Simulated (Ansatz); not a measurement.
```yaml
crystal:
  lattice:
    - [0.0, 1.9845714768, 1.9845714768]
    - [1.9845714768, 0.0, 1.9845714768]
    - [1.9845714768, 1.9845714768, 0.0]
  atoms:
    - { symbol: Al, position: [0.0, 0.0, 0.0] }
    - { symbol: "N", position: [0.5, 0.5, 0.5] }
basis:
  ecutwfc: 420
  ecutrho_ratio: 4
kpoints:
  mp_grid: { grid: [14, 14, 14] }
hamiltonian:
  xc: pbe
scf:
  occupations: { method: gaussian, width: 0.05 }
output:
  forces: true
  stress: true
  eigenvalues: true
```

What does this Ansatz input ask for?

It asks for a single-point calculation of AlN with PBE (scalar-relativistic), a cutoff of 420 eV (density cutoff 4 times that), a Γ-centred 14×14×14 mesh and Gaussian smearing of 0.05 eV, without spin polarisation. Forces, stress and eigenvalues are wanted.

How large is the problem?

8 valence electrons, 307 plane waves at Γ, 48 symmetry operations and 104 irreducible k-points; it took 6 SCF iterations in all.

Launched as:
```sh
ansatz run input.yaml --threads 2 --pin off --max-ram 2662MiB --backend cpu --events-out ev --progress --plain --runs-dir out
```

About how long does the run take on 2 threads of Arm Neoverse V1 (shared host), and how much memory does it need?

About 0.71 s, with a peak of 0.26 GiB.

The chain of runs began from a cell as deposited in COD, expanded in volume.
